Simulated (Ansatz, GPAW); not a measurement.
## Al: 3 runs at one level of theory

```
Al
1.0
     2.82708    0.00000    0.00000
    -1.41354    2.44832    0.00000
     0.00000    0.00000    9.18599
Al
4
Direct
  0.66667 0.33333 0.75000
  0.00000 0.00000 0.50000
  0.33333 0.66667 0.25000
  0.00000 0.00000 0.00000
```

This isn't the form of Al at room conditions, which is fcc.

Alike in all runs: task single point; functional PBEsol; k mesh 11 × 11 × 3; occupations fermi-dirac, width 0.05 eV; no spin polarisation; no spin-orbit coupling. Pressure is positive in compression and, in plane waves, holds the error of the finite cutoff, which Ansatz's Pulay term estimates and takes out.

```csv
program and potentials,plane-wave cutoff (eV),notes,pressure (GPa)
"Ansatz, Ansatz PAW",420,"potentials made for PBE, which Ansatz adapts in part; Pulay term of +0.07 GPa included",1.95
"GPAW, PAW data sets generated for this functional",600,-,2.14
"Ansatz, all-electron LAPW, scalar-relativistic",-,-,1.95
```

The pressure spans 1.95 (Ansatz, all-electron LAPW, scalar-relativistic) to 2.14 GPa (GPAW, PAW data sets generated for this functional), with all-electron results at 1.95.

Differences between rows come from potentials, basis sets and numerical settings, since the functional is the same but for its coding. Runs on potential files found faulty are left out.
